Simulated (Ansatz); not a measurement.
`CCCC(=O)O` + `OB(O)Cl` → `COB(O)Cl` + `CCC(=O)O`  (substitution at a C–C bond)

Isolated molecules relaxed with PBE0-D4/def2-TZVP in Ansatz; ΔE leaves out vibrations. CCSD(T)/CBS is the MP2 limit (def2-TZVPP, def2-QZVPP) plus CCSD(T) − MP2 in def2-TZVPP, frozen cores. This one scheme is used for every species. DFT in def2-TZVPP. One conformer a species, not always the lowest.

Problem. Is it downhill or uphill in electronic energy at CCSD(T)/CBS, and by how much? (Best estimate.)

Solution. Ansatz gave: Uphill: ΔE = +0.54 eV.

Problem. What do these levels give: r2SCAN-D4, PBE0-D4, ωB97M-V, PBE, MP2/def2-TZVPP, HF/CBS(def2)? (An estimate is asked.)

Solution. The calculation gave: r2SCAN-D4 0.49, PBE0-D4 0.51, ωB97M-V 0.50, PBE 0.48, MP2/def2-TZVPP 0.57, HF/CBS(def2) 0.41 eV.

Largest T1 diagnostic among the species: 0.014.

In def2-TZVPP, CCSD(T) changes the Hartree–Fock value by +0.11 eV (the triples alone add +0.01 eV) and MP2 by +0.16 eV.
